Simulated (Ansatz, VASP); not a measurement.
Given: the input of a run of VASP 6.6.1 on SnTe.

The input INCAR:

```
SYSTEM = SnTe
PREC = Accurate
ENCUT = 520
EDIFF = 1E-7
ISMEAR = -1
SIGMA = 0.05
LREAL = .False.
LASPH = .True.
NELM = 100
ALGO = Normal
ISIF = 2
LWAVE = .False.
LCHARG = .False.
GGA = PE
NBANDS = 17
```

KPOINTS

```
regular mesh
0
Gamma
  7 7 7
  0 0 0
```

File POSCAR:

```
SnTe
1.0
    0.0000000000      3.5623407469      3.5623407469
    3.5623407469      0.0000000000      3.5623407469
    3.5623407469      3.5623407469      0.0000000000
Te Sn
1 1
Direct
    0.2500000000      0.2500000000      0.2500000000
    0.0000000000      0.0000000000      0.0000000000
```

Potentials or basis: VASP PAW PBE potentials, release 64 (Te, Sn_d).

Run with:

```bash
$ cat potpaw_PBE.64/Te/POTCAR potpaw_PBE.64/Sn_d/POTCAR > POTCAR
$ mpirun -np 1 vasp_std > vasp.out
```

Translate it to Ansatz 0.2.0. Potentials there: Ansatz PAW.

As run (the cutoff follows the program's own potentials):

File input.yaml:

```yaml
crystal:
  lattice:
    - [0.0, 3.5623407469, 3.5623407469]
    - [3.5623407469, 0.0, 3.5623407469]
    - [3.5623407469, 3.5623407469, 0.0]
  atoms:
    - { symbol: Te, position: [0.25, 0.25, 0.25] }
    - { symbol: Sn, position: [0.0, 0.0, 0.0] }
hamiltonian:
  xc: pbe
  pseudopotentials: { kind: paw }
kpoints:
  mp_grid: { grid: [7, 7, 7] }
scf:
  occupations: { method: fermi_dirac, width: 0.05 }
output:
  forces: true
  stress: true
  eigenvalues: true
```

Potentials or basis: Ansatz PAW.

Launch:

```sh
$ ansatz run input.yaml --threads 2 --pin off --max-ram 5120MiB --backend cpu --events-out ev --progress --plain --runs-dir out
```

Both were run:

|  | VASP | Ansatz | Ansatz less VASP |
| --- | --- | --- | --- |
| gap on the k mesh at the Fermi level (eV) | 0.23 | 0.24 | +0.002 |
| least direct gap on the mesh (eV) | 0.78 | 0.78 | +0.001 |
| pressure (GPa) | 1.0 | 1.0 | +0.01 |

The two sets of potentials don't hold the same shells in valence.

Caveats: spin-orbit coupling is left out, which moves the levels of the heavy elements; an odd mesh through Γ misses points on the zone boundary, where band edges often lie (VASP); odd divisions of the mesh miss points on the zone boundary, where band edges often lie, so the gap on the mesh can be too wide (Ansatz).
